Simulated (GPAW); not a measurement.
# Polarising Si/Cu(100) with a field along the normal

The dipole of the cell at several fields, atoms fixed. What does the strongest field give, and what length does the slope stand for?

**Method.** GPAW 26.7.0, plane waves (400 eV), PAW setups, PBE, 12×12 mesh, a dipole layer in the vacuum; geometry relaxed without an applied field with GPAW. The cell's area is 6.52 Å², and e/ε0 = 180.95 V Å.

What came out, but for one run:

| field (V/Å) | dipole (e Å) |
| --- | --- |
| −0.2 | −0.0846 |
| −0.1 | −0.0471 |
| −0.05 | −0.0284 |
| 0.05 | 0.0091 |
| 0.1 | 0.0277 |
| 0.2 | 0.0653 |
| 0.3 | ? |

Q: What is the dipole at 0.3 V/Å?

A: A line through the 6 points has the slope α = 0.375 e Å per V/Å and the intercept p₀ = −0.0097 e Å (r.m.s. residual 4.7e−05). At 0.3 V/Å it gives p = −0.0097 + 0.375 × 0.3 = 0.1027 e Å; the run gives 0.1030 e Å, so the response stays linear to 0.2 % of the induced part. Dividing by ε0 and the area: α/(ε0 A) = 0.375 × 180.95 / 6.52 = 10.40 Å, against 7.42 Å between the outer nuclei.

Caveats: This is the electronic response alone; ions that move would add to it in polar layers. No run was spin-polarised, so magnetic states weren't tested.
